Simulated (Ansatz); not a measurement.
# How far is PAW off for GdN?

```xyz
2
Lattice="0.0000 2.6861 2.6861 2.6861 0.0000 2.6861 2.6861 2.6861 0.0000" Properties=species:S:1:pos:R:3 pbc="T T T"
Gd    0.0000    0.0000    0.0000
N     1.3431    1.3431    1.3431
```

Atoms are numbered in the order listed.

The cell was built from the zincblende type and relaxed in the same program; it needn't be a known or the stable phase. The listed cell was then made from it by scaling, straining or moving an atom.

Semilocal functionals without a Hubbard term describe localised f shells poorly; where the shell is localised, the real material differs.

Other magnetic orders may lie lower; this is the state that the run reached.

No spin–orbit coupling, which matters for the heavy atoms here.

Levels of theory: DFT, PBE, PAW with Ansatz's default frozen-core files, scalar-relativistic (Ansatz 0.2.0); DFT, PBE, all-electron LAPW, scalar-relativistic (Ansatz 0.2.0).

For PAW: a Γ-centred 12×12×12 k mesh, Fermi–Dirac smearing of 0.03 eV, cutoff 420 eV, spin-polarised from start moments Gd1 7 μB. LAPW targets a basis error of 0.25 meV/atom. The Ansatz runs share mesh, smearing and spin set-up. Plane-wave (PAW) pressures include the program's estimate of the Pulay term.

Stress and pressure are positive in compression.

The change that made this cell: volume scaled by 1.02.

PAW results:

```tsv
quantity	PAW
pressure (GPa)	-1.98
band gap (eV)	1.162
moment of the cell (μB)	7.000
```

**Question.** What does LAPW (all electrons) give for the same quantities?

**Answer.** 
| quantity | LAPW |
| --- | --- |
| pressure (GPa) | -1.96 |
| band gap (eV) | 1.164 |
| moment of the cell (μB) | 7.000 |
